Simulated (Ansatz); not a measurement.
Input of an Ansatz 0.2.0 run:

The input input.yaml:

```yaml
crystal:
  lattice:
    - [2.7341, 0.0, 0.0]
    - [-1.36705, 2.3678000565, 0.0]
    - [0.0, 0.0, 4.3197]
  atoms:
    - { symbol: Os, position: [0.6666666667, 0.3333333333, 0.75] }
    - { symbol: Os, position: [0.3333333333, 0.6666666667, 0.25] }
hamiltonian:
  xc: pbesol
  pseudopotentials: { kind: paw }
kpoints:
  mp_grid: { grid: [11, 11, 6] }
scf:
  occupations: { method: fermi_dirac, width: 0.05 }
output:
  forces: true
  stress: true
  eigenvalues: true
```

Potentials or basis: Ansatz PAW.

Run with:

```console
$ ansatz run input.yaml --threads 2 --pin off --max-ram 5632MiB --backend cpu --events-out ev --progress --plain --runs-dir out
```

Question: Estimate the pressure.

Answer: -2.7 GPa.

Question: Estimate the band gap on the k mesh.

Answer: None (metal or under the smearing width).

Caveat: the PAW data sets come from PBE, with cores solved anew for the run's functional, which leaves a small shift of forces and pressure. Spin-orbit coupling is left out, which matters for the levels of Os.
